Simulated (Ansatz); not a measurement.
A run of Ansatz 0.2.0:

Contents of input.yaml:

```yaml
crystal:
  lattice:
    - [0.0, 2.3495, 2.3495]
    - [2.3495, 0.0, 2.3495]
    - [2.3495, 2.3495, 0.0]
  atoms:
    - { symbol: Cd, position: [0.0, 0.0, 0.0] }
    - { symbol: O, position: [0.5, 0.5, 0.5] }
kpoints:
  mp_grid: { grid: [10, 10, 10] }
  band_path:
    path:
      - [0.0, 0.0, 0.0]
      - [0.5, 0.0, 0.5]
      - [0.5, 0.25, 0.75]
      - [0.375, 0.375, 0.75]
      - [0.0, 0.0, 0.0]
      - [0.5, 0.5, 0.5]
      - [0.625, 0.25, 0.625]
      - [0.5, 0.25, 0.75]
    npoints: 12
scf:
  occupations: { method: fermi_dirac, width: 0.05 }
hamiltonian:
  xc: lda
  pseudopotentials: { kind: all_electron, lapw: { basis_error: 0.001 } }
output:
  forces: true
  stress: true
  eigenvalues: true
```

Potentials or basis: all-electron LAPW, scalar-relativistic.

Command:

```console
$ ansatz run input.yaml --threads 1 --pin off --max-ram 3072MiB --backend cpu --events-out ev --progress --plain --runs-dir out
```

Hardware: 1 thread of Arm Neoverse V2 (shared host).

**Question.** Estimate the wall time of this run.

**Answer.** Wall time 12 s on 1 thread of Arm Neoverse V2, on a shared host, peak memory 0.31 GiB. Counts: scf iterations 7, plane waves 331, k points 47, bands 23.
